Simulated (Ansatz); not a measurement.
Run on fcc Sb (110), 5 layers: DFT, PBE, all-electron LAPW, scalar-relativistic (Ansatz 0.2.0). This run: no images along the normal.

The slab is cut from a bulk crystal relaxed on PAW files (its atoms may have been relaxed since), whose type needn't be the stable one.

Command: `ansatz run input.yaml --threads 2 --pin off --max-ram 4096MiB --backend cpu --events-out ev --progress --plain --runs-dir out` It took 44 s on 2 threads of Intel(R) Xeon(R) Platinum 8488C (Sapphire Rapids), on a shared host, peak memory 0.93 GiB.

```yaml
crystal:
  lattice:
    - [3.3884663838, 0.0, 0.0]
    - [0.0, 4.7920151155, 0.0]
    - [0.0, 0.0, 22.7769]
  atoms:
    - { symbol: Sb, position: [0.0, 0.0, 0.3580768278] }
    - { symbol: Sb, position: [0.5, 0.5, 0.4126653525] }
    - { symbol: Sb, position: [0.0, 0.0, 0.5000000036] }
    - { symbol: Sb, position: [0.5, 0.5, 0.5873346447] }
    - { symbol: Sb, position: [0.0, 0.0, 0.6419231714] }
  periodic: [true, true, false]
kpoints:
  mp_grid: { grid: [10, 7, 1] }
scf:
  occupations: { method: fermi_dirac, width: 0.08 }
hamiltonian:
  xc: pbe
  pseudopotentials: { kind: all_electron, lapw: { basis_error: 0.001 } }
output:
  forces: true
  stress: true
  eigenvalues: true
```

Output:

```
Warning: crystal.periodic: the lattice vector that does not repeat stood 0.000° off the slab's normal, 22.777 Å along it as the deck builds it. The run solves the slab on a vector along the normal, 36.730 Å long, with every atom where it was (on the deck's vector they left 16.31 Å outside them, and the widest stretch free of ions among them is 1.99 Å). A fractional position that the run reports is one of the run's cell, which starts as this one, and not of the deck's: it goes into a deck with that cell's vectors. The slab on that cell runs as it stands in a deck that lists each atom with its symbol and moment, types crystal.periodic and leaves out crystal.checkpoint, crystal.saddle_side, crystal.structure_sha256, crystal.space_group, crystal.setting, crystal.reduce_to_primitive, crystal.supercell, crystal.defects and each atom's wyckoff. Where those keys changed the vectors of the plane, lay the indices of each lattice_plane and lattice_line anew on these rows. Along the normal they count this vector already. An outside_sphere can name other atoms there (type this run's as sites). In the order of the run's atom list the slab is: crystal.lattice: [[3.3884663838, 0.0, 0.0], [0.0, 4.7920151155, 0.0], [0.0, 0.0, 36.73027956708568]]; position: [0.0, 0.0, 0.2220478633771787]; position: [0.5, 0.5, 0.25589888174387837]; position: [0.0, 0.0, 0.3100561775250447]; position: [0.5, 0.5, 0.3642134671050875]; position: [0.0, 0.0, 0.39806448671201194];
crystal.periodic: the lattice vector that does not repeat stood 0.000° off the slab's normal, 22.777 Å along it as the deck builds it. The run solves the slab on a vector along the normal, 36.730 Å long, with every atom where it was (on the deck's vector they left 16.31 Å outside them, and the widest stretch free of ions among them is 1.99 Å). A fractional position that the run reports is one of the run's cell, which starts as this one, and not of the deck's: it goes into a deck with that cell's vectors. The slab on that cell runs as it stands in a deck that lists each atom with its symbol and moment, types crystal.periodic and leaves out crystal.checkpoint, crystal.saddle_side, crystal.structure_sha256, crystal.space_group, crystal.setting, crystal.reduce_to_primitive, crystal.supercell, crystal.defects and each atom's wyckoff. Where those keys changed the vectors of the plane, lay the indices of each lattice_plane and lattice_line anew on these rows. Along the normal they count this vector already. An outside_sphere can name other atoms there (type this run's as sites). In the order of the run's atom list the slab is: crystal.lattice: [[3.3884663838, 0.0, 0.0], [0.0, 4.7920151155, 0.0], [0.0, 0.0, 36.73027956708568]]; position: [0.0, 0.0, 0.2220478633771787]; position: [0.5, 0.5, 0.25589888174387837]; position: [0.0, 0.0, 0.3100561775250447]; position: [0.5, 0.5, 0.3642134671050875]; position: [0.0, 0.0, 0.39806448671201194];
LAPW: plane waves up to 6.871 Å⁻¹, error target 1.0e-3 eV per atom; small_component_spin mean_spin; Sb in spheres of 1.594 Å, 23 of its electrons in bands, Dirac shells [] (how accurate: hamiltonian.pseudopotentials.lapw.basis_error, Limitations)
Engine: ansatz 0.2.0
Pseudopotentials: kind: all_electron
Pseudopotential: Sb, LAPW, valence charge 23, lapw/all_electron/scalar/gaussian/Sb, Koelling and Harmon's equation, gaussian nucleus
Functional definition: PBE
  parameter kappa = 0.804
  parameter beta = 0.06672455060314922
  exchange = pbe_x(kappa = kappa, mu = beta*pi^2/3)
  correlation = pbe_c(beta = beta)
Crystal: 5 atoms, lattice volume = 596.411 Å³
Basis set: ecut = 179.89475766167917 eV, 3301 PW (Γ), exchange–correlation at level 2
Bands: 69, of which v1, the nominal top of the filled ones, is band 58 counted from 1 (57 counted from 0)
Symmetry: 8 space group operations
Space group: Pmmm (ITA 47), of the structure as read, at distance tolerance 8.4e-5 Å
k-points: 24 of 70
Non-local potential: Sb, projectors of the file, none
Initial density: superposition of atomic densities (neutral atoms: chi_scale 0, normalization atom)
Initial wavefunctions: plane waves of lowest kinetic energy (no species holds an atomic orbital)
Functional: x = pbe(κ = 0.804, μ = 0.2195149727645171), c = pbe(β = 0.06672455060314922)
iter 1 solved again at ethr=1.41e-4 eV; its pass at ethr=1.00e-1 eV (dr2=1.62e-1 eV) is discarded
SCF iter   1: F=—  HF=-881839.050303 eV  |F-HF|=—  |Δ(HF+E_count)|=         —  Δρ=3.31e-3  dr2=1.70e-1  ethr=1.41e-4  ⟨swp⟩=5.3  Hψ=11801  notcnv=0
preconditioner: auto → LDOS  [metal: Δε(μ)=0.014 eV  Ē_g=8.310 eV  σ=0.080 eV  W_gap=0.05  n_scr=84 (ndim 8)  ℏωp=7.6 eV  f_vac=0.725  D(μ)=4.60/eV (n_scr^D=12)  β→1.0]
SCF iter   2: F=—  HF=-881839.012107 eV  |F-HF|=—  |Δ(HF+E_count)|=   3.82e-2  Δρ=1.27e-3  dr2=1.70e-2  ethr=1.41e-4  ⟨swp⟩=3.0  Hψ=5515  notcnv=0
SCF iter   3: F=—  HF=-881839.013345 eV  |F-HF|=—  |Δ(HF+E_count)|=   1.24e-3  Δρ=4.62e-4  dr2=4.85e-3  ethr=1.48e-5  ⟨swp⟩=3.0  Hψ=5126  notcnv=0
iter 4 solved again at ethr=2.30e-7 eV; its pass at ethr=4.21e-6 eV (dr2=2.65e-4 eV) is discarded
SCF iter   4: F=—  HF=-881839.007835 eV  |F-HF|=—  |Δ(HF+E_count)|=         —  Δρ=1.28e-4  dr2=2.65e-4  ethr=2.30e-7  ⟨swp⟩=2.0  Hψ=8375  notcnv=0
the basis was enlarged: its passes take 376.9 KiB over the memory plan, 2 of 2 planned eigensolver slots
SCF iter   5: F=—  HF=-881839.007643 eV  |F-HF|=—  |Δ(HF+E_count)|=   1.92e-4  Δρ=5.15e-5  dr2=6.18e-5  ethr=2.30e-7  ⟨swp⟩=3.0  Hψ=5169  notcnv=0
SCF iter   6: F=—  HF=-881839.007617 eV  |F-HF|=—  |Δ(HF+E_count)|=   2.51e-5  Δρ=1.12e-5  dr2=1.37e-6  ethr=5.38e-8  ⟨swp⟩=3.0  Hψ=5036  notcnv=0
SCF iter   7: F=—  HF=-881839.007617 eV  |F-HF|=—  |Δ(HF+E_count)|=   1.70e-7  Δρ=3.64e-6  dr2=1.26e-7  ethr=1.19e-9  ⟨swp⟩=3.0  Hψ=5139  notcnv=0
SCF iter   8: F=-881839.007617 eV  HF=-881839.007617 eV  |F-HF|=1.04e-8  |Δ(HF+E_count)|=   6.48e-8  Δρ=7.88e-7  dr2=1.35e-8  ethr=1.09e-10  ⟨swp⟩=3.0  Hψ=5248  notcnv=0
SCF 1 converged in 8 iterations: F = -881839.007617 eV  dr2 = 1.35e-8
SCF converged after 8 iterations
Free energy (F): -881839.007617 eV
Harris-Foulkes:  -881839.007617 eV  (|F-HF|=1.04e-8)
Internal energy: -881838.914721 eV  (E = F + TS)
E sigma→0 (E₀):  -881838.961169 eV
Entropy (-TS):   -0.092896 eV (-18.579 meV/atom)
Fermi energy:    -4.387091 eV
--- Per-component energies (eV) ---
  E_band       = -6447.459614
  E_kinetic    = 929350.676831
  E_xc         = -23215.044565
  E_electrostatic = -1787974.546987  (all electrons and nuclei)
  E_smearing   = -0.092896  (= −TS)
  E_closure    = 0.000000  (closes the sum)
  E_atoms      = -881820.322406  (free atoms, spherical and without spin; not in F)
  Σ components = -881839.007617   (vs F -881839.007617, Δ=0.00e0)
  Basis errors (estimates in eV, not in F): energy 3.8e-4 per atom: plane waves 3.4e-4 (2.0e-4 summed), levels above the bands 8.7e-31, relativity 1.4e-8, radial functions 3.6e-5, core shells 6.3e-10; eigenvalues (radial functions only) 2.7e-7; not estimated: angular momenta, meshes, grids; target (lapw.basis_error) 1.0e-3; muffin-tin radii Sb 1.594 Å
--- Forces (eV/Å), atoms counted from 1 ---
  atom   1  Sb     0.00000000     0.00000000    -0.00132956
  atom   2  Sb     0.00000000     0.00000000    -0.00114800
  atom   3  Sb    -0.00000000     0.00000000     0.00000000
  atom   4  Sb     0.00000000     0.00000000     0.00114800
  atom   5  Sb     0.00000000     0.00000000     0.00132956
  max |Σ_I F_I| component: 2.17e-19 eV/Å
--- 2D stress c σ (N/m, compression-positive) ---
       -2.534307       0.000000       0.000000
        0.000000      -1.079611       0.000000
        0.000000       0.000000       0.000000
  P = ½ c Tr σ = -1.8070 N/m
--- Band table (eV; the first three rows and the last of 24) ---
  k-point 0: bands = ["-148.8199", "-148.7575", "-148.7575", "-148.6641", "-148.6641", "-101.8011", "-101.7866", "-101.7732", "-101.7408", "-101.7408", "-101.7387", "-101.7387", "-101.6976", "-101.6976", "-101.6545", "-101.6545", "-101.6429", "-101.6429", "-101.5962", "-101.5962", "-33.6208", "-33.5852", "-33.5845", "-33.5833", "-33.5823", "-33.5737", "-33.5732", "-33.5638", "-33.5450", "-33.5146", "-33.5082", "-33.5045", "-33.5012", "-33.5010", "-33.4991", "-33.4809", "-33.4804", "-33.4236", "-33.4235", "-33.4054", "-33.4054", "-33.4046", "-33.4039", "-33.4012", "-33.3944", "-16.5796", "-15.9937", "-13.7350", "-11.8017", "-11.6218", "-8.6175", "-8.0428", "-7.6317", "-5.8270", "-5.2894", "-5.2281", "-4.5446", "-3.4811", "-2.9429", "-2.3775", "-2.0143", "-0.8251", "-0.4984", "-0.2475", "-0.1716", "0.5396", "0.6491", "0.8395", "0.8989"]
  k-point 1: bands = ["-148.8199", "-148.7575", "-148.7575", "-148.6641", "-148.6641", "-101.8011", "-101.7866", "-101.7732", "-101.7408", "-101.7408", "-101.7387", "-101.7387", "-101.6976", "-101.6976", "-101.6545", "-101.6545", "-101.6429", "-101.6429", "-101.5962", "-101.5962", "-33.6205", "-33.5851", "-33.5847", "-33.5833", "-33.5809", "-33.5736", "-33.5703", "-33.5594", "-33.5465", "-33.5162", "-33.5116", "-33.5061", "-33.5017", "-33.5015", "-33.5013", "-33.4817", "-33.4813", "-33.4261", "-33.4259", "-33.4047", "-33.4044", "-33.4035", "-33.4030", "-33.3977", "-33.3920", "-16.4508", "-15.8646", "-13.6746", "-12.2634", "-12.1664", "-8.6657", "-7.9654", "-6.8661", "-6.3840", "-5.4471", "-4.8479", "-3.5726", "-3.3429", "-3.0432", "-2.8111", "-0.9895", "-0.9400", "-0.7936", "-0.2999", "-0.0725", "0.5976", "0.5991", "0.7095", "0.7929"]
  k-point 2: bands = ["-148.8199", "-148.7575", "-148.7575", "-148.6641", "-148.6641", "-101.8011", "-101.7866", "-101.7732", "-101.7408", "-101.7408", "-101.7387", "-101.7387", "-101.6976", "-101.6976", "-101.6545", "-101.6545", "-101.6429", "-101.6429", "-101.5962", "-101.5962", "-33.6201", "-33.5873", "-33.5834", "-33.5803", "-33.5780", "-33.5736", "-33.5632", "-33.5504", "-33.5491", "-33.5191", "-33.5165", "-33.5103", "-33.5068", "-33.5051", "-33.5047", "-33.4838", "-33.4832", "-33.4303", "-33.4300", "-33.4021", "-33.4020", "-33.4007", "-33.4003", "-33.3934", "-33.3878", "-16.0683", "-15.4808", "-13.6092", "-13.3011", "-13.0392", "-8.7562", "-8.0115", "-6.9815", "-5.9480", "-4.7500", "-4.3788", "-3.0446", "-2.9351", "-2.4235", "-1.9281", "-1.7506", "-0.7420", "-0.4722", "-0.3133", "-0.1381", "0.0937", "0.2850", "1.1235", "1.1810"]
  k-point 23: bands = ["-148.8199", "-148.7575", "-148.7575", "-148.6641", "-148.6641", "-101.8010", "-101.7872", "-101.7732", "-101.7415", "-101.7415", "-101.7387", "-101.7387", "-101.6976", "-101.6976", "-101.6551", "-101.6551", "-101.6429", "-101.6429", "-101.5962", "-101.5962", "-33.6046", "-33.5892", "-33.5848", "-33.5755", "-33.5720", "-33.5674", "-33.5420", "-33.5419", "-33.5366", "-33.5218", "-33.5167", "-33.5130", "-33.5101", "-33.4856", "-33.4819", "-33.4516", "-33.4511", "-33.4249", "-33.4248", "-33.4218", "-33.4204", "-33.4044", "-33.4033", "-33.3851", "-33.3777", "-13.2948", "-12.7064", "-12.5598", "-12.3968", "-11.5668", "-9.4734", "-9.3410", "-8.8609", "-8.8493", "-7.2781", "-6.4007", "-5.4990", "-5.1903", "-4.1490", "-4.1188", "-3.1140", "-2.7930", "-1.8416", "-1.4666", "-1.4100", "1.8517", "2.4796", "2.5818", "2.6461"]
  the weakly bound empty levels are not read free of the cell's end (augmented_plane_waves)
```

Spin–orbit coupling is left out, which matters for the heavy atoms.
